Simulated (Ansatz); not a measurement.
ZrO₂ (fluorite)

```
ZrO2
1.0
    0.00000     5.11587     5.11587
    2.55794     0.00000     2.55794
    2.55794     2.55794     0.00000
Zr O
2 4
Cartesian
  0.00000   0.00000   0.00000
  2.55794   5.11587   2.55794
  1.27897   1.27897   1.27897
  1.27897   3.83691   3.83691
  3.83691   3.83691   3.83691
  3.83691   6.39484   6.39484
```

A phonon eigenvector at L = (0.5, 0.0, 0.0) is frozen into this cell: atom i moves by Q times the vector below, so Q is the largest atomic displacement, in Å. The cell is held. It is one choice among 2 degenerate patterns. (q is in reciprocal vectors of the primitive cell; the cell shown is doubled to hold the pattern.)

```json
[
 {"atom": "O3", "x": "0.285", "y": "-0.520", "z": "0.805"},
 {"atom": "O4", "x": "-0.285", "y": "0.520", "z": "-0.805"},
 {"atom": "O5", "x": "0.285", "y": "-0.520", "z": "0.805"},
 {"atom": "O6", "x": "-0.285", "y": "0.520", "z": "-0.805"}
]
```

Atoms not listed stay in place.

All values below come from PBE (plane waves to 420 eV, PAW, scalar-relativistic; Ansatz, a quantum-chemistry and plane-wave program). k mesh 11×11×11 (Γ-centred), Fermi-Dirac smearing 0.05 eV. E stands for the smeared free energy. This is a high-temperature form of ZrO2. ZrO2 is run without spin polarisation. ZrO2 was relaxed with its symmetry unable to fall. The zero of ΔE is the undisplaced structure.

```json
[
 {"Q (Å)": "-0.280", "ΔE (eV/cell)": "2.222"},
 {"Q (Å)": "-0.187", "ΔE (eV/cell)": "0.971"},
 {"Q (Å)": "-0.093", "ΔE (eV/cell)": "0.240"},
 {"Q (Å)": "0.000", "ΔE (eV/cell)": "0.000"},
 {"Q (Å)": "0.093", "ΔE (eV/cell)": "0.240"},
 {"Q (Å)": "0.187", "ΔE (eV/cell)": "0.971"},
 {"Q (Å)": "0.280", "ΔE (eV/cell)": "2.222"}
]
```

Question: Which DFPT wavenumber at L = (0.5, 0.0, 0.0) belongs to this mode?
A) 564 cm⁻¹
B) 378 cm⁻¹
C) 239 cm⁻¹
D) 484 cm⁻¹

Answer: D, 484 cm⁻¹. The curvature of the scan gives 484 cm⁻¹

(For displaced atoms, the force is minus the slope of the energy, and its curvature is a force constant, which sets phonon frequencies.)
